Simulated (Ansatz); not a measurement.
Equation of state of GaAgS2 and its gap

A database entry relaxed whole under r2SCAN (I-42d):

```
CELL_PARAMETERS angstrom
-2.87847 2.87847 5.19649
2.87847 -2.87847 5.19649
2.87847 2.87847 -5.19649
ATOMIC_POSITIONS crystal
Ga 0.50000 0.50000 0.00000
Ga 0.25000 0.75000 0.50000
Ag 0.00000 0.00000 0.00000
Ag 0.75000 0.25000 0.50000
S 0.37500 0.41432 0.53932
S 0.58568 0.12500 0.96068
S 0.87500 0.83568 0.46068
S 0.16432 0.62500 0.03932
```

The cell was scaled uniformly, its shape held, and the atoms relaxed at each volume with plane-wave PAW DFT (Ansatz 0.2.0; r2SCAN, 500 eV, 8×8×8 Γ-centred mesh, fermi-dirac occupations of width 0.020 eV; no spin, no spin-orbit coupling). One row is withheld.

```
volume (Å³/atom)  energy over the lowest (meV/atom)  pressure (GPa)  gap over mesh and path (eV)
          20.236                               18.7            4.94                        1.771
          20.667                                8.0            3.09                        1.700
          21.097                                1.9            1.45                        1.633
          21.528                                0.0           -0.01                        1.569
          21.959                                1.8           -1.30                        1.510
          22.389                                  ?               ?                            ?
          22.820                               14.9           -3.48                        1.402
```

Question: Fit the pressures of the other rows to the third-order Birch-Murnaghan form.

Answer: With f = [(V₀/V)^(2/3) − 1]/2 and P = 3B₀f(1 + 2f)^(5/2)[1 + 3(B₀′ − 4)f/2], least squares gives V₀ = 21.53 Å³ an atom, B₀ = 68.7 GPa and B₀′ = 4.9; the rows miss the fit by less than 0.01 GPa. The slope of the energies differs from these pressures by less than 0.05 GPa.

Question: How does the gap move with volume?

Answer: A parabola in ln(V/V₀) through the other rows has the slope dE_g/d ln V = -3.1 eV at V₀, so by B₀ the gap moves by +45 meV a GPa at this fixed shape: it widens under pressure.

Question: What does the withheld row hold?

Answer: The fit gives -2.45 GPa at 22.389 Å³; the run gave -2.45 GPa and 6.9 meV an atom. Its gap is 1.455 eV, against 1.455 eV from the parabola.

Caveats: the shape of the cell was held, so B₀ is an upper bound where the axes differ in stiffness; 0 K, fixed nuclei; the symmetry was kept, and this need not be the phase that is stable at 0 K; one mesh for all volumes; r2SCAN gaps lie as a rule under measured ones; the slope of the gap can be off by tens of per cent, more where shallow d levels or spin-orbit coupling act on the edges; pressure is positive in compression.
